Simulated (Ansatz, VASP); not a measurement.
# Al22O9 (amorphous Al2O3 against Al(111), 5.9 A): VASP beside Ansatz, part 2 of 2

Aim: how closely do two programs agree when they are given the same cell, functional and k mesh? Of the first pair: The structure shown is the start of the Ansatz relaxation below; VASP solves that cell, so the two are compared at the walk's first step.

VASP 6.6.1 and Ansatz 0.2.0.

So far. Step 3 (VASP: single point, PBE, start cell, pair 1): The run ends at a pressure of 13.84 GPa, with forces up to 3.6 eV/Å.

## 5. Ansatz: relaxation, PBE

Level of this step: Ansatz beside VASP: Kohn-Sham DFT, plane waves, PBE (Ansatz).

This run makes the geometry at which the two programs are then compared. The cell compared in this pair holds 1860.90 Å³, against 1692.03 Å³ for the pair before.

The structure compared here is the end of the Ansatz relaxation.

input.yaml reads:

```yaml
crystal:
  lattice:
    - [11.42685, 0.0, 0.0]
    - [0.0, 9.89594, 0.0]
    - [0.0, 0.0, 14.96318]
  atoms:
    - { symbol: Al, position: [0.00209, 0.00395, 0.37267] }
    - { symbol: Al, position: [0.31836, 0.96608, 0.96614] }
    - { symbol: Al, position: [0.08122, 0.89143, 0.04357] }
    - { symbol: Al, position: [0.95644, 0.13951, 0.98381] }
    - { symbol: Al, position: [0.26649, 0.52954, 0.36174] }
    - { symbol: Al, position: [0.08256, 0.41251, 0.9788] }
    - { symbol: Al, position: [0.40593, 0.44943, 0.05399] }
    - { symbol: Al, position: [0.19785, 0.66291, 0.05304] }
    - { symbol: Al, position: [0.22911, 0.1913, 0.02104] }
    - { symbol: Al, position: [0.12121, 0.08556, 0.21332] }
    - { symbol: Al, position: [0.36771, 0.09956, 0.20221] }
    - { symbol: Al, position: [0.24739, 0.34183, 0.19951] }
    - { symbol: Al, position: [0.94342, 0.66138, 0.9876] }
    - { symbol: Al, position: [0.37502, 0.60448, 0.20127] }
    - { symbol: Al, position: [0.12484, 0.5833, 0.20725] }
    - { symbol: Al, position: [0.98727, 0.84119, 0.20786] }
    - { symbol: Al, position: [0.00359, 0.33012, 0.21209] }
    - { symbol: Al, position: [0.37621, 0.27021, 0.35361] }
    - { symbol: Al, position: [0.13285, 0.24991, 0.36779] }
    - { symbol: Al, position: [0.01484, 0.5028, 0.36355] }
    - { symbol: Al, position: [0.24409, 0.84476, 0.1761] }
    - { symbol: Al, position: [0.14133, 0.774, 0.34405] }
    - { symbol: Al, position: [0.38105, 0.78681, 0.34247] }
    - { symbol: Al, position: [0.25935, 0.02324, 0.39751] }
    - { symbol: Al, position: [0.41802, 0.93017, 0.52717] }
    - { symbol: Al, position: [0.1138, 0.89664, 0.51303] }
    - { symbol: Al, position: [0.02907, 0.17084, 0.6047] }
    - { symbol: Al, position: [0.1135, 0.41101, 0.50955] }
    - { symbol: Al, position: [0.3825, 0.41536, 0.50269] }
    - { symbol: Al, position: [0.2524, 0.6706, 0.54166] }
[... 88 atom lines left out ...]
    - { symbol: O, position: [0.66658, 0.9847, 0.77259] }
    - { symbol: O, position: [0.88808, 0.0794, 0.59948] }
    - { symbol: O, position: [0.61486, 0.28081, 0.57488] }
    - { symbol: O, position: [0.97532, 0.75005, 0.78746] }
    - { symbol: O, position: [0.47056, 0.00952, 0.96107] }
    - { symbol: O, position: [0.58043, 0.37045, 0.75513] }
kpoints:
  mp_grid: { grid: [1, 2, 1] }
hamiltonian:
  xc: pbe
scf:
  occupations: { method: fermi_dirac, width: 0.1 }
output:
  forces: true
relax:
  f_tol: 0.08
  max_steps: 90
  cell: { fix: [a, b, alpha, beta, gamma] }
```

Command:

```console
$ ansatz run input.yaml --threads 4 --pin off --max-ram 8192MiB --backend cpu --events-out ev --progress --plain --runs-dir out
```

Numbers of over 12 decimals in the logs are rounded to 6 here.

Log:

```text
[...]
Crystal: 124 atoms, lattice volume = 1692.028 Å³
Basis set: ecut = 420 eV, 33093 PW (Γ), exchange–correlation on 160×144×216 points (8 copies of the dense FFT grid, shifted against one another)
Bands: 364, of which v1, the nominal top of the filled ones, is band 240 counted from 1 (239 counted from 0)
Symmetry: 1 space group operations
[...]
k-points: 2
[...]
- { symbol: O, position: [0.524305, 0.467219, 0.529872] }
    - { symbol: O, position: [0.225081, 0.736388, 0.847061] }
    - { symbol: O, position: [0.175103, 0.810971, 0.539556] }
    - { symbol: O, position: [0.185623, 0.00361569, 0.795553] }
    - { symbol: O, position: [0.532263, 0.705685, 0.962083] }
    - { symbol: O, position: [0.807580, -0.00124066, 0.823385] }
    - { symbol: O, position: [0.769698, 0.812462, 0.958737] }
[...]
- { symbol: O, position: [0.660563, 0.231858, 0.570068] }
    - { symbol: O, position: [1.025403, 0.612944, 0.761435] }
    - { symbol: O, position: [0.484416, 0.102757, 0.968188] }
    - { symbol: O, position: [0.542506, 0.333966, 0.723505] }
```

## 6. VASP: single point, PBE, relaxed cell, pair 2

The same cell, functional, mesh and smearing now go to VASP, with its own data sets.

INCAR reads:

```
SYSTEM = Al22O9
PREC = Accurate
ENCUT = 600
EDIFF = 1E-06
NELM = 120
ISMEAR = -1
SIGMA = 0.1
LREAL = Auto
ALGO = Normal
GGA = PE
NBANDS = 336
LORBIT = 11
LWAVE = .FALSE.
LCHARG = .FALSE.
ISIF = 2
LASPH = .TRUE.
GGA_COMPAT = .FALSE.
KPAR = 2
NCORE = 2
```

POSCAR reads:

```
Al22O9
1.0
   11.4268500000      0.0000000000      0.0000000000
    0.0000000000      9.8959400000      0.0000000000
    0.0000000000      0.0000000000     16.4565740000
Al O
88 36
Direct
    0.0022900000      0.0504700000      0.3500600000
    0.2996700000      0.9538200000      0.0238100000
    0.0697900000      0.9644600000      0.0673500000
    0.9572000000      0.1970000000      0.9633900000
    0.2661000000      0.5348100000      0.3459300000
    0.0028300000      0.5504300000      0.9638400000
    0.3709700000      0.4634900000      0.0527100000
    0.2327000000      0.7020300000      0.0598000000
    0.2148700000      0.2038300000      0.0572200000
    0.1222800000      0.1181200000      0.2041200000
    0.3769500000      0.1139000000      0.1826500000
    0.2465200000      0.3681500000      0.1933800000
    0.9780300000      0.7199700000      0.0945700000
    0.3748900000      0.6288300000      0.1897500000
    0.1329600000      0.6155700000      0.2175800000
    0.0036000000      0.8739100000      0.2223900000
    0.0081800000      0.3645400000      0.2213200000
    0.3741200000      0.2923100000      0.3383600000
    0.1357700000      0.2848000000      0.3466700000
    0.0063300000      0.5420900000      0.3528900000
    0.2504600000      0.8711600000      0.2007700000
    0.1349900000      0.7898800000      0.3436000000
    0.3828300000      0.7904200000      0.3353300000
    0.2532200000      0.0440700000      0.3362600000
    0.4042100000      0.9463100000      0.4688200000
    0.1404600000      0.9686700000      0.4780500000
    0.0200200000      0.1894000000      0.5914800000
    0.1460200000      0.4426600000      0.4867400000
    0.3984000000      0.3676700000      0.4936200000
    0.2760600000      0.7020800000      0.4705100000
[... 88 atom lines left out ...]
    0.5984000000      0.8783800000      0.7200600000
    0.8905500000      0.0996500000      0.5573500000
    0.6605600000      0.2318600000      0.5700700000
    0.0254000000      0.6129400000      0.7614300000
    0.4844200000      0.1027600000      0.9681900000
    0.5425100000      0.3339700000      0.7235100000
```

KPOINTS reads:

```
Automatic mesh
0
Gamma
1 2 1
0 0 0
```

PAW data sets: Al and O (PBE family, release 64).

Command:

```console
$ mpirun -np 16 vasp_std
```

Log:

```text
[... set-up lines as in an earlier step ...]
 entering main loop
       N       E                     dE             d eps       ncg     rms          rms(c)
DAV:   1     0.220307607036E+04    0.22031E+04   -0.21858E+05  1344   0.138E+03
DAV:   2    -0.397678230708E+03   -0.26008E+04   -0.24533E+04  1672   0.236E+02
DAV:   3    -0.706800810432E+03   -0.30912E+03   -0.30507E+03  1584   0.834E+01
DAV:   4    -0.712994715214E+03   -0.61939E+01   -0.61636E+01  1536   0.124E+01
[...]
DAV:  19    -0.646420785912E+03   -0.23504E-05   -0.19834E-04  1624   0.267E-02    0.146E-02
DAV:  20    -0.646420787799E+03   -0.18868E-05   -0.29565E-05  1520   0.106E-02    0.119E-02
DAV:  21    -0.646420787316E+03    0.48280E-06   -0.94192E-06  1464   0.622E-03
   1 F= -.64642079E+03 E0= -.64593041E+03  d E =-.980747E+00
```

From OUTCAR (step 6):

```text
  Total        5.6399070     25.8008213     -2.1972452     -9.5273915     -2.3990370     -0.0825063
  in kB        4.8557858     22.2137104     -1.8917603     -8.2027899     -2.0654967     -0.0710354
  external PRESSURE =       8.3925786 kB  Pullay stress =       0.0000000 kB

 POSITION                                       TOTAL-FORCE (eV/Angst)
[...]
6.36510      5.44574     14.85255         0.001045      0.016553     -0.012617
      9.23449      4.03428     14.90390         0.007666      0.014382      0.002037
     10.37638      1.61848     13.29395         0.019516      0.002388     -0.001952
      3.19575      7.78316     10.43232        -0.008884     -0.004368     -0.000630
      0.70984      7.25214     11.15624         0.008364      0.001118      0.003234
      3.21506      1.43927     12.87529        -0.007292      0.007522     -0.002038
      1.04704      4.35847     12.63338        -0.023956     -0.008027     -0.014988
      6.10639      1.97632     10.65218         0.006024      0.004173     -0.019663
      7.38517      6.97575     11.86552        -0.004406     -0.000115      0.026896
      7.19343      2.70139     13.37722        -0.009097      0.004503     -0.018370
      5.05775      4.74213     12.04868         0.028314      0.011662      0.009266
      4.57200      0.06967     13.22829         0.003031     -0.004236      0.000641
      5.99110      4.62358      8.71984        -0.004594      0.006220     -0.012592
      2.57196      7.28727     13.93971         0.000402      0.001435     -0.003475
[...]
-----------------------------------------------------------------------------------
    total drift:                               -0.015208      0.005829     -0.012606

  FREE ENERGIE OF THE ION-ELECTRON SYSTEM (eV)
  ---------------------------------------------------
  free  energy   TOTEN  =      -646.4207873159 eV

  energy  without entropy=     -645.4400402444  energy(sigma->0) =     -645.93041378

[... 1 part as in an earlier step ...]

[... 2 further parts left out ...]
[key lines of the parts left out:]
E-fermi :   6.7833
```

The run ends at a pressure of 0.84 GPa, with forces up to 0.044 eV/Å.

## 7. Comparison

What differs besides the data sets and the points named for the pairs above, as far as they apply: the cutoff is 420 eV in Ansatz and 600 eV in VASP (PREC = Accurate, projectors in real space). Total energies have different zeros and are not compared.

Compared:

| quantity | Ansatz | VASP | difference |
| --- | --- | --- | --- |
| pressure (GPa) | 0.99 | 0.84 | +0.15 |

At this near-relaxed geometry the largest component of a force difference is 20 meV/Å.

## 8. Results

| Quantity | Value |
| --- | --- |
| r.m.s. force difference (single point, PBE, start cell, pair 1) | 1.0 % of the r.m.s. force |
| difference in pressure (single point, PBE, relaxed cell, pair 2) | 0.15 GPa |

The r.m.s. force difference is 1.0 % of the r.m.s. force (single point, PBE, start cell, pair 1), within the 3 % picked in this series as the mark of a large difference. How closely two codes agree says nothing of how well the functional describes the real material.

[Lines on the potential files, build, host, timing and source positions are cut from VASP's logs without a mark.]

[Logs are printed without paths, hosts, clocks, repeated set-up lines and the standing remarks that a program may print on its own settings, such as how far it seeks lower states.]

[Hosts, paths, dates, database ids (printed as entryN), source tags and the programs' standing remarks are cut or masked in the printed files.]
